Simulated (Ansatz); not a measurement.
## What a tighter setting buys: basis.ecutwfc, BeO (P6_3mc, 4 atoms in the cell)

```
BeO
1.0
    2.72095     0.00000     0.00000
   -1.36048     2.35642     0.00000
    0.00000     0.00000     4.41934
Be O
2 2
Cartesian
  0.00000   1.57094   0.00071
  1.36048   0.78547   2.21038
  0.00000   1.57094   1.66759
  1.36048   0.78547   3.87727
```

Computed with PBE (plane waves, PAW; Ansatz, a program for electronic structure).

Base settings: basis.ecutwfc = 420 eV; kpoints.mp_grid.grid = 7 7 4; hamiltonian.xc = pbe; hamiltonian.pseudopotentials = {kind: paw} (the program's default PAW files); scf.occupations.method = fixed.

Misses are taken against the tightest run, 840 eV, which need not be fully converged itself. The energy is the free energy per atom.

The count of work is k-points × plane waves × bands × iterations; it is no time, and leaves out set-up, grids and terms that scale otherwise. 

Ansatz's pressure holds its estimate of the finite-basis (Pulay) stress, which hides part of the cutoff error; the uncorrected pressure shows it.

The starting cell comes from a database of computed structures (which also holds hypothetical and non-ambient phases and stackings), without a prior relaxation at this level. Its lattice was rescaled by a random factor within 2.5 % of one. Ansatz's pressure includes its estimate of the finite-basis (Pulay) stress.

The runs (basis.ecutwfc): 170 eV | 210 eV | 250 eV | 295 eV | 335 eV | 380 eV | 420 eV | 485 eV | 545 eV | 630 eV | 735 eV | 840 eV.

**Question.** Which is the coarsest setting among those run that, with all tighter ones, holds the energy within 20 meV/atom of the reference, and what does it save?

**Answer.** 380 eV, off by 17 meV/atom; it needs 0.30 of the reference's count of work.

**Question.** Which is the coarsest setting among those run that, with all tighter ones, holds the energy within 10 meV/atom of the reference, and what does it save?

**Answer.** 420 eV, off by 3.2 meV/atom; it needs 0.35 of the reference's count of work.

**Question.** What does the step from 170 eV to 545 eV buy?

**Answer.** It takes the miss in the energy from 6700 to 0.48 meV/atom, for 5.1 times the count of work.

| basis.ecutwfc | energy less reference (meV/atom) | pressure less reference (GPa) | largest difference in the force on any atom (eV/Å) | uncorrected pressure less reference (GPa) | count of work / reference |
|---|---|---|---|---|---|
| 170 eV | 6667.02 | 15.58 | 0.044 | -361.34 | 0.10 |
| 210 eV | 2477.69 | 19.70 | 0.020 | -189.35 | 0.15 |
| 250 eV | 857.55 | -0.98 | 0.001 | -87.05 | 0.19 |
| 295 eV | 253.94 | -2.93 | 0.002 | -33.73 | 0.23 |
| 335 eV | 80.12 | -0.52 | 0.001 | -13.27 | 0.25 |
| 380 eV | 16.51 | 0.03 | 0.000 | -3.56 | 0.30 |
| 420 eV | 3.17 | 0.04 | 0.000 | -0.79 | 0.35 |
| 485 eV | 0.59 | 0.02 | 0.000 | 0.03 | 0.44 |
| 545 eV | 0.48 | 0.02 | 0.000 | 0.01 | 0.52 |
| 630 eV | 0.22 | 0.00 | 0.000 | 0.01 | 0.67 |
| 735 eV | 0.15 | 0.00 | 0.000 | 0.02 | 0.82 |
| 840 eV | 0.00 | 0.00 | 0.000 | 0.00 | 1.0 |

Keys are those of Ansatz 0.2.
